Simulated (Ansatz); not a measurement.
## MoS2 under changes of volume

One of the cells (50.735 Å³/atom); the others are scaled copies at fixed shape and fractional positions:

```xyz
3
Lattice="3.1841 0.0000 0.0000 -1.5921 2.7575 0.0000 0.0000 0.0000 17.3346" Properties=species:S:1:pos:R:3 pbc="T T T"
Mo    0.0000    0.0000    0.0000
S     0.0000    1.8384   15.7833
S     0.0000    1.8384    1.5513
```

```yaml
Program: Ansatz 0.2.0
Functional: PBEsol
Potentials_or_basis: Ansatz PAW
Cutoff: "420 eV (not typed: the program's choice for these potentials)"
k_mesh: 10 × 10 × 2
Occupations: fermi-dirac, width 0.05 eV
Spin: no spin polarisation
```

```tsv
volume (Å³/atom)	energy over the lowest point (meV/atom)	gap on the mesh (eV)	largest force (eV/Å)
47.690	?	?	?
48.705	3.00	1.84	0.563
49.720	0.00	1.79	0.193
50.735	4.04	1.73	0.148
51.749	14.37	1.68	0.464
52.764	30.35	1.63	0.756
53.779	51.38	1.58	1.025
```

What does the run at 47.690 Å³/atom give?

Energy over the lowest point 13.84 meV/atom; gap on the mesh 1.90 eV; largest force 0.963 eV/Å.

Worked out: A Birch-Murnaghan fit of order 3 (a polynomial in V^(-2/3)) to the other rows has its minimum at 49.63 Å³/atom with B0 = V·E''(V) = 55 GPa and B' = 4.4 at fixed shape and positions, which overstates the stiffness. It gives 13.87 meV/atom at 47.690 Å³/atom, against the run's 13.84. A straight line through the other rows of the gap, of slope -2.64 eV per unit of ln V, extrapolates to 1.90 eV, against the run's 1.90.

Energies are extrapolated to zero smearing.

Caveats: the PAW data sets come from PBE, with cores solved anew for the run's functional, which leaves a small shift of forces and pressure.

A mesh can miss the band edges. Spin-orbit coupling on Mo is left out.
